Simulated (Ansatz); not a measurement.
## NiO: changes ranked by their effect on the spin moment of the cell

```
CELL_PARAMETERS angstrom
0.00000 2.09131 2.09131
2.09131 0.00000 2.09131
2.09131 2.09131 0.00000
ATOMIC_POSITIONS crystal
Ni 0.00000 0.00000 0.00000
O 0.50000 0.50000 0.50000
```

Atom numbers follow the list: Ni1, O2.

The cell is COD entry 4320487, as deposited and not checked against the literature; nothing was relaxed.

Semilocal functionals without U often leave such compounds metallic or with too small a gap, and the real magnetic order may differ.

Other magnetic orders may lie lower; this is the state that the run reached.

All numbers below come from Ansatz 0.2.0, DFT, PBE, all-electron LAPW, scalar-relativistic.

Sampling and basis: a Γ-centred 17×17×17 k mesh, Fermi–Dirac smearing of 0.03 eV, basis error target 1 meV/atom, spin-polarised from start moments Ni1 1.5 μB.

In this reference run the spin moment of the cell is 1.79 μB. Each change below is made alone, on the same k mesh, with fractional coordinates held unless an atom is moved; x, y and z are the Cartesian axes. Moments of metals move by some hundredths of a μB with the k mesh.

**Question.** Order the changes by the shift of the spin moment of the cell, most negative first.
A. atom 2 (O) moved by (0.1155, 0.1155, 0.1155) Å
B. volume scaled by 1.02
C. volume scaled by 0.95
D. equal xy, yz and zx engineering shear strains of +2 %
E. volume scaled by 1.05
F. volume scaled by 0.975

**Answer.** C (-0.14 μB), F (-0.07 μB), D (0.00 μB), B (+0.05 μB), E (+0.10 μB), A (+0.18 μB).
